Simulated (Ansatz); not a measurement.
**MoS2: band structure with revPBE**

MoS2:

```xyz
3
Lattice="3.2275 0.0000 0.0000 -1.6137 2.7951 0.0000 0.0000 0.0000 6.3125" Properties=species:S:1:pos:R:3 pbc="T T T"
Mo    0.0000    0.0000    3.1562
S     1.6137    0.9317    4.7008
S     0.0000    1.8634    1.6117
```

Measurements of this composition are mostly on another form, of space group No. 194.

```
Program                             : Ansatz 0.2.0
Task                                : band structure
Functional                          : revPBE
Potentials or basis                 : Ansatz PAW
Cutoff                              : 420 eV (not typed: the program's choice for these potentials)
k mesh                              : 9 × 9 × 4
Occupations                         : fermi-dirac, width 0.05 eV
Spin                                : no spin polarisation
Path                                : [["G", "M", "K", "G", "A", "L", "H", "A"], ["L", "M"], ["K", "H"]]
Points for each segment of the path : 14
```

```json
{
 "Pressure": "2.9 GPa",
 "Largest force": "0.335 eV/Å",
 "Band gap on the k mesh": "none (metal or under the smearing width)"
}
```

Forces in eV/Å, atoms in the order of the input:
```
Mo   0.000  0.000  0.000
S    0.000  0.000  0.335
S    0.000  0.000 -0.335
```

Stress tensor (GPa, compression positive):
```
1.97 0.00 0.00
0.00 1.97 0.00
0.00 0.00 4.87
```

Levels at the corners of the path, in eV from the Fermi level:
| point | band 11 | band 12 | band 13 | band 14 | band 15 | band 16 |
| --- | --- | --- | --- | --- | --- | --- |
| Γ | -1.03 | -0.95 | -0.95 | -0.34 | -0.34 | 3.18 |
| M | -3.18 | -1.78 | -1.72 | 0.93 | 1.72 | 3.61 |
| K | -3.87 | -3.44 | 0.63 | 0.81 | 0.81 | 2.90 |
| Γ | -1.03 | -0.95 | -0.95 | -0.34 | -0.34 | 3.18 |
| A | -0.95 | -0.95 | -0.40 | -0.40 | -0.08 | 3.33 |
| L | -2.42 | -2.09 | -1.63 | 0.93 | 1.73 | 3.30 |
| H | -3.82 | -3.76 | 0.38 | 0.38 | 0.64 | 3.61 |
| A | -0.95 | -0.95 | -0.40 | -0.40 | -0.08 | 3.33 |
| L | -2.42 | -2.09 | -1.63 | 0.93 | 1.73 | 3.30 |
| M | -3.18 | -1.78 | -1.72 | 0.93 | 1.72 | 3.61 |
| K | -3.87 | -3.44 | 0.63 | 0.81 | 0.81 | 2.90 |
| H | -3.82 | -3.76 | 0.38 | 0.38 | 0.64 | 3.61 |

It took 3.2 s on 2 threads of Arm Neoverse V1, on a shared host, peak memory 0.34 GiB.

Caveat: this functional lacks dispersion, which binds the layers, so the pressure and a relaxed spacing across them are unreliable; the PAW data sets come from PBE, with cores solved anew for the run's functional, which leaves a small shift of forces and pressure.
